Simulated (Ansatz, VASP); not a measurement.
NbH in VASP and in Ansatz

```xyz
2
Lattice="-1.6070 1.6070 1.9843 1.6070 -1.6070 1.9843 1.6070 1.6070 -1.9843" Properties=species:S:1:pos:R:3 pbc="T T T"
Nb    0.0000    0.0000    0.0000
H     0.0000    0.0000    1.9843
```

The cell comes from a database or a generator and needn't be the stable form of this composition.

Alike in both runs: task single point; functional PBEsol; k mesh 20 × 20 × 20; occupations gaussian, width 0.15 eV; no spin polarisation.

|  | VASP | Ansatz |
| --- | --- | --- |
| version | VASP 6.6.1 | Ansatz 0.2.0 |
| potentials or method | VASP PAW PBE potentials, release 64 (Nb_sv, H) | scalar-relativistic, plane waves, PAW |
| plane-wave cutoff (eV) | 520 | 420 |
| valence electrons in the cell | 14 | 14 |

VASP gave:

* gap on the k mesh at the Fermi level (eV): none
* pressure (GPa): -8.0
* largest component of the traceless stress (GPa): 0.30

Task: Which values does Ansatz return?

Result: gap on the k mesh at the Fermi level (eV): none; pressure (GPa): -7.5; largest component of the traceless stress (GPa): 0.30.

A gap of «none» marks a metal or a gap that the smearing closes. The functional is the same, so the differences come from potentials, cutoffs and numerics.

Caveats: the PAW data sets were made with another functional, which shifts forces and pressure a little (VASP).
